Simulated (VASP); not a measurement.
# Si36C35 (a cell with a defect) in VASP: a series of runs

One crystal, Si36C35 (a cell with a defect), is run at these levels: PBE, HSE06; tasks: relaxation of the atoms, single point.

Everything below comes from runs of VASP 6.6.1. Logs are shortened: lines on timing, memory, paths and dates and some standing lists are left out, and cuts for length are marked.

## 1. The crystal as given

The cell holds a defect, 71 atoms: a = 9.280 Å, b = 9.280 Å, c = 10.127 Å, α = 90.00°, β = 90.00°, γ = 120.00°.

## 2. Relaxation of the atoms, PBE

Contents of INCAR:

```
SYSTEM = Si36C35
ALGO = Normal
EDIFF = 1E-6
EDIFFG = -0.025
ENCUT = 450
GGA = PE
IBRION = 2
ICORELEVEL = 1
ISIF = 2
ISMEAR = 0
ISYM = 0
KPAR = 4
LASPH = .TRUE.
LCHARG = .FALSE.
LREAL = Auto
LWAVE = .FALSE.
NCORE = 2
NELECT = 286.0
NELM = 80
NSW = 70
PREC = Normal
SIGMA = 0.01
```

Contents of KPOINTS:

```
k-points
0
G
  2 2 2
  0 0 0
```

Contents of POSCAR:

```
Si36C35
1.0
   -4.6397850000     -8.0363460000      0.0000000000
    9.2795730000      0.0000000000      0.0000000000
    0.0000000000      0.0000000000     10.1265810000
Si C
36 35
Direct
    0.5502151100      0.1140362900      0.9364520400
    0.5555556700      0.4444446700      0.9378460000
    0.2222223300      0.1111113300      0.9378460000
    0.5555556700      0.7777780000      0.9378460000
    0.2222223300      0.4444446700      0.9378460000
    0.8888890000      0.1111113300      0.9378460000
    0.2222223300      0.7777780000      0.9378460000
    0.8888890000      0.4444446700      0.9378460000
    0.8888890000      0.7777780000      0.9378460000
    0.4444443300      0.8888886700      0.4378460000
    0.4444443300      0.2222220000      0.4378460000
    0.1111110000      0.8888886700      0.4378460000
    0.4444443300      0.5555553300      0.4378460000
    0.1111110000      0.2222220000      0.4378460000
    0.7777776700      0.8888886700      0.4378460000
    0.1111110000      0.5555553300      0.4378460000
    0.7777776700      0.2222220000      0.4378460000
    0.7777776700      0.5555553300      0.4378460000
    0.6702838500      0.0047622700      0.6949863200
    0.6632129100      0.3380022500      0.6900873600
    0.3369338300      0.0039917100      0.6880219200
    0.6666666700      0.6666666700      0.6878980000
    0.3333333300      0.3333333300      0.6878980000
    0.0000000000      0.0000000000      0.6878980000
    0.3333333300      0.6666666700      0.6878980000
    0.0000000000      0.3333333300      0.6878980000
    0.0000000000      0.6666666700      0.6878980000
    0.6666666700      0.0000000000      0.1878980000
    0.6666666700      0.3333333300      0.1878980000
    0.3333333300      0.0000000000      0.1878980000
    0.6666666700      0.6666666700      0.1878980000
    0.3333333300      0.3333333300      0.1878980000
    0.0000000000      0.0000000000      0.1878980000
    0.3333333300      0.6666666700      0.1878980000
    0.0000000000      0.3333333300      0.1878980000
    0.0000000000      0.6666666700      0.1878980000
    0.5555556700      0.4444446700      0.7498070000
    0.2222223300      0.1111113300      0.7498070000
    0.5555556700      0.7777780000      0.7498070000
    0.2222223300      0.4444446700      0.7498070000
    0.8888890000      0.1111113300      0.7498070000
    0.2222223300      0.7777780000      0.7498070000
    0.8888890000      0.4444446700      0.7498070000
    0.8888890000      0.7777780000      0.7498070000
    0.4444443300      0.8888886700      0.2498070000
    0.4444443300      0.2222220000      0.2498070000
    0.1111110000      0.8888886700      0.2498070000
    0.4444443300      0.5555553300      0.2498070000
    0.1111110000      0.2222220000      0.2498070000
    0.7777776700      0.8888886700      0.2498070000
    0.1111110000      0.5555553300      0.2498070000
    0.7777776700      0.2222220000      0.2498070000
    0.7777776700      0.5555553300      0.2498070000
    0.6666666700      0.0000000000      0.5004470000
    0.6666666700      0.3333333300      0.5004470000
    0.3333333300      0.0000000000      0.5004470000
    0.6666666700      0.6666666700      0.5004470000
    0.3333333300      0.3333333300      0.5004470000
    0.0000000000      0.0000000000      0.5004470000
    0.3333333300      0.6666666700      0.5004470000
    0.0000000000      0.3333333300      0.5004470000
    0.0000000000      0.6666666700      0.5004470000
    0.6666666700      0.0000000000      0.0004470000
    0.6666666700      0.3333333300      0.0004470000
    0.3333333300      0.0000000000      0.0004470000
    0.6666666700      0.6666666700      0.0004470000
    0.3333333300      0.3333333300      0.0004470000
    0.0000000000      0.0000000000      0.0004470000
    0.3333333300      0.6666666700      0.0004470000
    0.0000000000      0.3333333300      0.0004470000
    0.0000000000      0.6666666700      0.0004470000
```

Potentials or basis: VASP PAW PBE potentials, release 64 (Si, C).

On the command line:

```
> cat potpaw_PBE.64/Si/POTCAR potpaw_PBE.64/C/POTCAR > POTCAR
> mpirun -np 8 vasp_std > vasp.out
```

OUTCAR:

```text
SYSTEM = Si36C35
   EDIFF = 1E-6
   EDIFFG = -0.025
   ENCUT = 450
   GGA = PE
   IBRION = 2
   ISIF = 2
   ISMEAR = 0
   ISYM = 0
   LASPH = .TRUE.
   LREAL = Auto
   NELECT = 286.0
   NELM = 80
   NSW = 70
   PREC = Normal

 ion  position               nearest neighbor table
   1  0.550  0.114  0.936-  65 1.86  64 1.88  63 1.96   3 3.03   2 3.04  21 3.04  19 3.06  20 3.08
                             7 3.08  30 3.09  29 3.10   8 3.11   4 3.15  28 3.15
   2  0.556  0.444  0.938-  66 1.90  64 1.90  67 1.90  37 1.90   1 3.04  20 3.04   8 3.09   5 3.09
                             4 3.09   9 3.09   3 3.09  22 3.10  23 3.10  31 3.10  29 3.10  32 3.10
   3  0.222  0.111  0.938-  67 1.90  65 1.90  68 1.90  38 1.90   1 3.03   6 3.09   7 3.09   5 3.09
                             9 3.09   2 3.09  21 3.10  23 3.10  24 3.10  32 3.10  30 3.10  33 3.10
   4  0.556  0.778  0.938-  63 1.90  66 1.90  69 1.90  39 1.90  19 3.06   9 3.09   7 3.09   2 3.09
                             6 3.09   5 3.09  22 3.10  25 3.10  28 3.10  31 3.10  34 3.10   1 3.15
   5  0.222  0.444  0.938-  69 1.90  67 1.90  70 1.90  40 1.90   8 3.09   2 3.09   7 3.09   3 3.09
                             4 3.09   6 3.09  25 3.10  23 3.10  26 3.10  34 3.10  32 3.10  35 3.10
   6  0.889  0.111  0.938-  70 1.90  68 1.90  63 1.90  41 1.90  19 3.02   3 3.09   9 3.09   8 3.09
                             4 3.09   5 3.09  26 3.10  24 3.10  35 3.10  33 3.10  28 3.10
   7  0.222  0.778  0.938-  65 1.90  69 1.90  71 1.90  42 1.90   1 3.08   9 3.09   4 3.09   5 3.09
                             3 3.09   8 3.09  25 3.10  27 3.10  30 3.10  34 3.10  36 3.10  21 3.12
   8  0.889  0.444  0.938-  71 1.90  70 1.90  64 1.90  43 1.90   2 3.09   5 3.09   9 3.09   6 3.09
                             7 3.09  20 3.10  27 3.10  26 3.10  36 3.10  35 3.10  29 3.10   1 3.11
   9  0.889  0.778  0.938-  68 1.90  71 1.90  66 1.90  44 1.90   4 3.09   7 3.09   8 3.09   6 3.09
                             2 3.09   3 3.09  24 3.10  27 3.10  22 3.10  33 3.10  36 3.10  31 3.10
  10  0.444  0.889  0.438-  60 1.90  56 1.90  54 1.90  45 1.90  12 3.09  15 3.09  11 3.09  13 3.09
                            17 3.09  16 3.09  34 3.10  30 3.10  28 3.10  25 3.10  21 3.10
  11  0.444  0.222  0.438-  56 1.90  58 1.90  55 1.90  46 1.90  21 3.08  14 3.09  17 3.09  13 3.09
                            10 3.09  12 3.09  18 3.09  30 3.10  32 3.10  29 3.10  23 3.10  20 3.10
  12  0.111  0.889  0.438-  62 1.90  59 1.90  56 1.90  47 1.90  10 3.09  15 3.09  14 3.09  16 3.09
                            11 3.09  18 3.09  36 3.10  33 3.10  30 3.10  27 3.10  24 3.10  21 3.12
  13  0.444  0.556  0.438-  58 1.90  60 1.90  57 1.90  48 1.90  16 3.09  18 3.09  11 3.09  10 3.09
                            14 3.09  15 3.09  32 3.10  34 3.10  31 3.10  23 3.10  25 3.10  22 3.10
  14  0.111  0.222  0.438-  59 1.90  61 1.90  58 1.90  49 1.90  11 3.09  17 3.09  16 3.09  12 3.09
                            13 3.09  15 3.09  33 3.10  35 3.10  32 3.10  24 3.10  26 3.10  23 3.10
  15  0.778  0.889  0.438-  57 1.90  54 1.90  59 1.90  50 1.90  12 3.09  10 3.09  17 3.09  18 3.09
                            14 3.09  13 3.09  31 3.10  28 3.10  33 3.10  22 3.10  24 3.10
  16  0.111  0.556  0.438-  61 1.90  62 1.90  60 1.90  51 1.90  13 3.09  18 3.09  14 3.09  12 3.09
                            17 3.09  10 3.09  35 3.10  36 3.10  34 3.10  26 3.10  27 3.10  25 3.10
  17  0.778  0.222  0.438-  54 1.90  55 1.90  61 1.90  52 1.90  14 3.09  11 3.09  18 3.09  15 3.09
                            16 3.09  10 3.09  28 3.10  29 3.10  35 3.10  26 3.10  19 3.14
  18  0.778  0.556  0.438-  55 1.90  57 1.90  62 1.90  53 1.90  16 3.09  13 3.09  17 3.09  15 3.09
                            11 3.09  12 3.09  20 3.10  29 3.10  31 3.10  36 3.10  22 3.10  27 3.10
  19  0.670  0.005  0.695-  41 1.84  39 1.91  54 1.97   6 3.02  26 3.06   4 3.06   1 3.06  24 3.08
                            21 3.09  22 3.12  20 3.13  25 3.13  17 3.14
[... 24 lines left out ...]
  ext. energy  EPLUGINS =         0.00000000
  ---------------------------------------------------
  free energy    TOTEN  =      -508.26312661 eV

  energy without entropy =     -508.26190324  energy(sigma->0) =     -508.26251492

------------------------ aborting loop because EDIFF is reached ----------------------------------------

  FORCE on cell =-STRESS in cart. coord.  units (eV):
  Direction    XX          YY          ZZ          XY          YZ          ZX
  --------------------------------------------------------------------------------------
  -------------------------------------------------------------------------------------
  Total       22.1437323     20.9769463     26.8666894     -0.2324567      0.2517990      0.0351735
  in kB       46.9798846     44.5044448     57.0000553     -0.4931774      0.5342138      0.0746237
  external PRESSURE =      49.4947949 kB  Pullay stress =       0.0000000 kB
[... 296 lines left out ...]
  FREE ENERGIE OF THE ION-ELECTRON SYSTEM (eV)
  ---------------------------------------------------
  free  energy   TOTEN  =      -508.6356092434 eV

  energy  without entropy=     -508.6341329208  energy(sigma->0) =     -508.63487108

 E-fermi :  10.0157     XC(G=0): -11.2962

 val. band max:        9.9291729339   @ k =   0.5000   0.0000   0.5000
 cond. band min:      10.1064692510   @ k =   0.0000   0.0000   0.5000
 fundamental gap:      0.1772963171
 Fermi energy:        10.0157127506

 k-point     1 :       0.0000    0.0000    0.0000
  band No.  band energies     occupation
      1      -7.4328      2.00000
      2      -6.3094      2.00000
      3      -6.1547      2.00000
      4      -5.6956      2.00000
      5      -5.6676      2.00000
      6      -5.6570      2.00000
[... 1253 lines left out ...]
    154      11.8869      0.00000
    155      12.0940      0.00000
 [bands above 155 left out]

[... ionic steps 4 to 29 ...]

--------------------------------------- Ionic step       30  -------------------------------------------

 number of electron     286.0000060 magnetization

------------------------ aborting loop because EDIFF is reached ----------------------------------------
[... 205 lines left out ...]
--------------------------------------- Ionic step       32  -------------------------------------------

 number of electron     286.0000058 magnetization

 Free energy of the ion-electron system (eV)
  ---------------------------------------------------
  ext. energy  EPLUGINS =         0.00000000
  ---------------------------------------------------
  free energy    TOTEN  =      -509.06616557 eV

  energy without entropy =     -509.06616557  energy(sigma->0) =     -509.06616557

 the core state eigenenergies are
   1-  1s  -1770.8215  2s   -124.7148  2p    -80.7454
   2-  1s  -1771.5503  2s   -125.4202  2p    -81.4511
   3-  1s  -1771.4689  2s   -125.3431  2p    -81.3738
   4-  1s  -1771.5500  2s   -125.4201  2p    -81.4510
   5-  1s  -1771.6487  2s   -125.5159  2p    -81.5470
   6-  1s  -1771.5539  2s   -125.4219  2p    -81.4530
[... 63 lines left out ...]
  70-  1s   -255.8614
  71-  1s   -255.8491

 E-fermi :   9.7958     XC(G=0): -11.2953

 val. band max:        9.7459167045   @ k =   0.5000   0.0000   0.5000
 cond. band min:       9.8931750184   @ k =   0.0000   0.0000   0.5000
 fundamental gap:      0.1472583139
 Fermi energy:         9.7958287105

 k-point     1 :       0.0000    0.0000    0.0000
  band No.  band energies     occupation
      1      -7.4309      2.00000
      2      -6.3053      2.00000
      3      -6.1619      2.00000
      4      -5.6942      2.00000
      5      -5.6695      2.00000
      6      -5.6463      2.00000
[... 1253 lines left out ...]
    154      11.9092      0.00000
    155      12.0855      0.00000
 [bands above 155 left out]

------------------------ aborting loop because EDIFF is reached ----------------------------------------

  FORCE on cell =-STRESS in cart. coord.  units (eV):
  Direction    XX          YY          ZZ          XY          YZ          ZX
  --------------------------------------------------------------------------------------
  -------------------------------------------------------------------------------------
  Total       21.1191639      9.7133802     29.8486788      0.0644336      4.3047492      0.0530144
  in kB       44.8061720     20.6077942     63.3266091      0.1367017      9.1329058      0.1124747
  external PRESSURE =      42.9135251 kB  Pullay stress =       0.0000000 kB
[... 86 lines left out ...]
  FREE ENERGIE OF THE ION-ELECTRON SYSTEM (eV)
  ---------------------------------------------------
  free  energy   TOTEN  =      -509.0661655659 eV

  energy  without entropy=     -509.0661655659  energy(sigma->0) =     -509.06616557

 reached required accuracy - stopping structural energy minimisation
```

Run time: 30 min. Hardware: 8 MPI ranks of Intel Xeon Platinum 8488C (Sapphire Rapids), shared host; peak memory 0.45 GiB.

Results:

```
Free energy                  : -509.0662 eV
Energy gained by relaxing    : 11.3 meV/atom
Ionic steps                  : 32
Largest force after relaxing : 0.015 eV/Å
Band gap on the k mesh       : none (metal or under the smearing width)
```

Forces in eV/Å, atoms in the order of the input:
```
Si   0.005  0.008 -0.009
Si  -0.004 -0.003  0.001
Si   0.003  0.001 -0.006
Si   0.000 -0.006  0.000
Si   0.000 -0.003 -0.007
Si   0.006  0.004 -0.001
Si   0.003  0.000 -0.003
Si  -0.007  0.005 -0.002
Si  -0.002  0.006  0.000
Si   0.008 -0.010  0.000
Si  -0.003 -0.002  0.002
Si  -0.001 -0.001  0.001
Si  -0.001 -0.001 -0.002
Si   0.000 -0.010  0.003
Si   0.000  0.005  0.008
Si  -0.001 -0.001 -0.001
Si   0.000 -0.004  0.003
Si  -0.001  0.002  0.004
Si  -0.002  0.006  0.004
Si   0.009 -0.005  0.006
Si   0.005  0.000  0.009
Si   0.000 -0.006  0.004
Si   0.005 -0.004 -0.002
Si  -0.001  0.000  0.004
Si   0.001 -0.004  0.001
Si  -0.003 -0.011  0.003
Si   0.008  0.001  0.003
Si   0.002  0.003  0.001
Si  -0.004  0.002 -0.003
Si  -0.005  0.008 -0.007
Si  -0.005  0.004 -0.007
Si   0.002  0.002 -0.004
Si   0.001  0.014 -0.004
Si   0.002  0.000 -0.003
Si   0.001 -0.008 -0.003
Si  -0.008  0.010 -0.002
C    0.001  0.003 -0.001
C   -0.007  0.000 -0.002
C   -0.001  0.001  0.004
C   -0.001 -0.007  0.007
C    0.000 -0.006  0.003
C    0.003  0.008  0.002
C    0.002 -0.014  0.003
C   -0.001 -0.001  0.008
C    0.002  0.006 -0.001
C   -0.007  0.004 -0.001
C    0.000  0.005 -0.008
C   -0.002  0.006 -0.003
C    0.000 -0.004 -0.003
C   -0.004  0.009  0.001
C   -0.002  0.001 -0.003
C    0.002 -0.005 -0.008
C    0.000  0.012  0.001
C    0.001  0.000 -0.007
C    0.001 -0.001 -0.002
C    0.005 -0.003  0.004
C   -0.003  0.004  0.000
C   -0.006 -0.007  0.003
C    0.001 -0.007  0.000
C    0.003 -0.008 -0.001
C    0.003 -0.009  0.000
C    0.002 -0.007  0.004
C   -0.003 -0.004  0.001
C   -0.001  0.004  0.002
C   -0.001  0.005  0.004
C   -0.003  0.001  0.002
C    0.006  0.005 -0.002
C    0.002  0.005  0.001
C   -0.004  0.010 -0.004
C    0.000 -0.010  0.004
C    0.000  0.004  0.001
```

The path:
| step | energy change (eV) | largest force (eV/Å) | pressure (GPa) |
| --- | --- | --- | --- |
| 1 | 0.0000 | 2.1169 | 4.95 |
| 2 | -0.3537 | 1.1089 | 4.79 |
| 3 | -0.3725 | 1.0400 | 4.78 |
| 4 | -0.5606 | 0.8886 | 4.61 |
| 5 | -0.6125 | 0.6774 | 4.48 |
| 6 | -0.6992 | 0.4340 | 4.30 |
| 7 | -0.6999 | 0.4614 | 4.28 |
| 8 | -0.7438 | 0.3028 | 4.28 |
| 9 | -0.7538 | 0.2777 | 4.29 |
| 10 | -0.7690 | 0.2251 | 4.29 |
| 11 | -0.7701 | 0.2104 | 4.30 |
| 12 | -0.7784 | 0.1613 | 4.30 |
| 13 | -0.7798 | 0.1260 | 4.30 |
| 14 | -0.7860 | 0.0739 | 4.30 |
| 15 | -0.7866 | 0.0751 | 4.30 |
| 16 | -0.7894 | 0.0640 | 4.30 |
| 17 | -0.7897 | 0.0679 | 4.30 |
| 18 | -0.7917 | 0.0750 | 4.30 |
| 19 | -0.7919 | 0.0784 | 4.30 |
| 20 | -0.7937 | 0.0623 | 4.30 |
| 21 | -0.7947 | 0.0523 | 4.30 |
| 22 | -0.7965 | 0.0474 | 4.30 |
| 23 | -0.7972 | 0.0583 | 4.30 |
| 24 | -0.7986 | 0.0472 | 4.30 |
| 25 | -0.7997 | 0.0486 | 4.30 |
| 26 | -0.7988 | 0.0936 | 4.29 |
| 27 | -0.7998 | 0.0600 | 4.29 |
| 28 | -0.8012 | 0.0340 | 4.29 |
| 29 | -0.8014 | 0.0384 | 4.29 |
| 30 | -0.8023 | 0.0301 | 4.29 |
| 31 | -0.8025 | 0.0320 | 4.29 |
| 32 | -0.8030 | 0.0149 | 4.29 |

Final structure:
```
Si C
1.0
    -4.63978   -8.03635    0.00000
     9.27957    0.00000    0.00000
     0.00000    0.00000   10.12658
Si C
36 35
Direct
  0.54657 0.10687 0.93225
  0.55513 0.44393 0.93681
  0.22198 0.11024 0.93766
  0.55512 0.77838 0.93677
  0.22020 0.44367 0.93716
  0.88433 0.10935 0.93687
  0.22198 0.77889 0.93767
  0.88433 0.44212 0.93691
  0.88850 0.77780 0.93788
  0.44568 0.89034 0.43776
  0.44573 0.22249 0.43773
  0.11563 0.89137 0.44182
  0.44551 0.55635 0.43879
  0.11166 0.22272 0.43871
  0.78004 0.88966 0.43760
  0.11168 0.55615 0.43872
  0.77692 0.22203 0.43694
  0.77997 0.55749 0.43762
  0.65083 0.00032 0.68422
  0.65074 0.31747 0.68427
  0.38331 0.02513 0.69534
  0.66824 0.66764 0.68834
  0.33339 0.33259 0.68952
  0.00325 0.00132 0.68948
  0.33338 0.66779 0.68954
  0.99505 0.33105 0.68873
  0.00325 0.66892 0.68949
  0.66562 0.99941 0.18703
  0.66561 0.33344 0.18708
  0.33167 0.99947 0.18995
  0.66753 0.66741 0.18745
  0.33321 0.33372 0.18770
  0.99983 0.99937 0.18791
  0.33323 0.66683 0.18767
  0.99861 0.33292 0.18741
  0.99981 0.66772 0.18794
  0.55542 0.44712 0.74967
  0.22791 0.11274 0.75128
  0.55542 0.77533 0.74963
  0.21923 0.44313 0.74906
  0.88287 0.10927 0.74937
  0.22797 0.78226 0.75126
  0.88278 0.44056 0.74939
  0.89038 0.77869 0.75016
  0.44369 0.88803 0.24965
  0.44367 0.22294 0.24964
  0.10964 0.88845 0.25293
  0.44486 0.55610 0.25033
  0.11057 0.22239 0.25007
  0.77856 0.88866 0.24969
  0.11061 0.55546 0.25006
  0.77696 0.22207 0.24884
  0.77855 0.55714 0.24971
  0.66907 0.99893 0.49531
  0.66906 0.33725 0.49532
  0.33786 0.00248 0.50032
  0.66826 0.66772 0.50058
  0.33402 0.33397 0.50090
  0.00198 0.00107 0.50173
  0.33399 0.66718 0.50094
  0.99931 0.33322 0.50036
  0.00194 0.66800 0.50172
  0.66429 0.99847 0.00174
  0.66433 0.33306 0.00179
  0.32688 0.99703 0.00686
  0.66570 0.66647 0.00039
  0.33231 0.33357 0.00085
  0.99859 0.00035 0.00035
  0.33235 0.66594 0.00085
  0.99773 0.33244 0.00034
  0.99859 0.66537 0.00036
```

Levels at points of the mesh, in eV from the Fermi level:
| k point | band 141 | band 142 | band 143 | band 144 | band 145 | band 146 |
| --- | --- | --- | --- | --- | --- | --- |
| (0.00, 0.00, 0.00) | -1.98 | -0.59 | 0.17 | 0.88 | 1.03 | 1.09 |
| (0.50, 0.00, 0.00) | -2.01 | -0.53 | -0.10 | -0.09 | 0.45 | 0.54 |
| (0.00, 0.50, 0.00) | -2.10 | -0.75 | -0.41 | 0.37 | 0.51 | 0.58 |
| (0.50, 0.50, 0.00) | -2.10 | -0.75 | -0.41 | 0.37 | 0.51 | 0.58 |
| (0.00, 0.00, 0.50) | -2.12 | -0.41 | 0.10 | 0.84 | 1.20 | 1.23 |
| (0.50, 0.00, 0.50) | -2.19 | -0.52 | -0.09 | -0.05 | 0.78 | 0.87 |
| (0.00, 0.50, 0.50) | -2.34 | -0.70 | -0.44 | 0.55 | 0.77 | 0.86 |
| (0.50, 0.50, 0.50) | -2.34 | -0.70 | -0.44 | 0.55 | 0.77 | 0.86 |

Core levels (eV, on the scale of the bands):
```csv
atom,levels
1 Si,"1s -1770.8, 2s -124.7, 2p -80.7"
2 Si,"1s -1771.6, 2s -125.4, 2p -81.5"
3 Si,"1s -1771.5, 2s -125.3, 2p -81.4"
4 Si,"1s -1771.5, 2s -125.4, 2p -81.5"
5 Si,"1s -1771.6, 2s -125.5, 2p -81.5"
6 Si,"1s -1771.6, 2s -125.4, 2p -81.5"
```

Caveat: the k mesh is coarse (spacing up to 0.39 Å⁻¹), so the values aren't converged; the cell is charged against a uniform background, so pressure and absolute levels hang on convention; the cutoff is under 1.25 times the usual one of these potentials, so pressure, stress and relaxed cells hold a basis-set (Pulay) error.

(Part 1 of 2 ends here.)
